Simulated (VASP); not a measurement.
Crystal: MnF2.

```xyz
3
Lattice="1.5868 0.9161 4.7975 -1.5868 0.9161 4.7975 0.0000 -1.8323 4.7975" Properties=species:S:1:pos:R:3 pbc="T T T"
Mn    0.0000    0.0000    0.0000
F     0.0000    0.0000    3.6269
F     0.0000    0.0000   10.7657
```

The cell was built by a generator and needn't be a form met in nature.

Base run:

```yaml
Program: VASP 6.6.1
Functional: PBE
Potentials_or_basis: VASP PAW PBE potentials, release 64 (Mn_pv, F)
Cutoff: 520 eV
k_mesh: 7 × 7 × 7
Occupations: gaussian, width 0.05 eV
Spin: collinear spin, ferromagnetic start
Starting_moments: "[4.0, 0.0, 0.0] μB"
```

Its results: band gap on the k mesh 1.92 eV, indirect (least direct gap 2.00 eV); pressure -0.9 GPa; net moment 5.00 μB per cell; site moments Mn +4.56; F +0.10 μB; largest force 0.916 eV/Å.

The run is repeated on the same cell with these changes: further incar settings from ALGO = Fast; EDIFF = 1e-06 to ALGO = Normal; EDIFF = 1e-07; hubbard terms from none to Mn d U = 4 eV. What comes out?

Band gap on the k mesh 3.22 eV, indirect (least direct gap 3.25 eV); pressure 0.4 GPa; net moment 5.00 μB per cell; site moments Mn +4.67; F +0.07 μB; largest force 0.897 eV/Å.

Caveats: an odd mesh through Γ misses points on the zone boundary, where band edges often lie; a cell with one magnetic atom can't hold antiferromagnetic order, which such compounds often take.
